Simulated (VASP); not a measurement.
P:

```xyz
4
Lattice="1.6477 -5.4650 0.0000 1.6477 5.4650 0.0000 0.0000 0.0000 4.5436" Properties=species:S:1:pos:R:3 pbc="T T T"
P     1.6477   -4.4173    2.6754
P     1.6477    4.4173    1.8683
P     1.6477   -1.0477    0.4035
P     1.6477    1.0477    4.1401
```

```yaml
Program: VASP 6.6.1
Task: relaxation of cell and atoms
Functional: LDA
Potentials_or_basis: VASP PAW LDA potentials, release 64 (P)
Cutoff: 600 eV
k_mesh: 8 × 8 × 6
Occupations: gaussian, width 0.02 eV
Spin: no spin polarisation
```

At the start: pressure -2.3 GPa; volume 20.46 Å³/atom.

Where does the relaxation end?

Over 22 steps the energy falls by 33.6 meV/atom and the volume is 17.35 Å³/atom (-15.2 %); space group Cmce (No. 64, to 0.05 Å).

Step by step:
```tsv
step	energy change (eV)	largest force (eV/Å)	pressure (GPa)	volume (Å³)
1	0.0000	0.1561	-2.35	81.83
2	-0.0259	0.3893	0.74	78.33
3	-0.0264	0.3564	0.34	78.74
4	-0.0486	0.2204	0.03	77.62
5	-0.0631	0.2869	-0.46	75.74
6	-0.0785	0.2260	-0.50	74.88
7	-0.1141	0.0639	-0.41	72.30
8	-0.1129	0.3805	0.42	67.18
9	-0.1244	0.1626	0.10	69.67
10	-0.1321	0.0481	-0.04	68.68
11	-0.1324	0.0181	-0.04	68.82
12	-0.1327	0.0191	0.04	68.83
13	-0.1332	0.0377	0.30	68.84
14	-0.1334	0.0275	0.21	68.93
15	-0.1338	0.0276	-0.03	69.20
16	-0.1331	0.0898	-0.58	69.74
17	-0.1338	0.0383	-0.12	69.29
18	-0.1340	0.0378	-0.17	69.37
19	-0.1341	0.0329	-0.28	69.59
20	-0.1342	0.0346	-0.24	69.51
21	-0.1343	0.0144	-0.09	69.44
22	-0.1344	0.0008	0.01	69.39
```

Final structure:
```
P
1.0
     1.65068   -5.06873    0.00000
     1.65068    5.06873    0.00000
     0.00000    0.00000    4.14657
P
4
Direct
  0.89356 0.10644 0.57196
  0.10644 0.89356 0.42804
  0.60644 0.39356 0.07196
  0.39356 0.60644 0.92804
```

Caveat: the volume moved by over 15 % at a fixed basis, so the end points are rough.
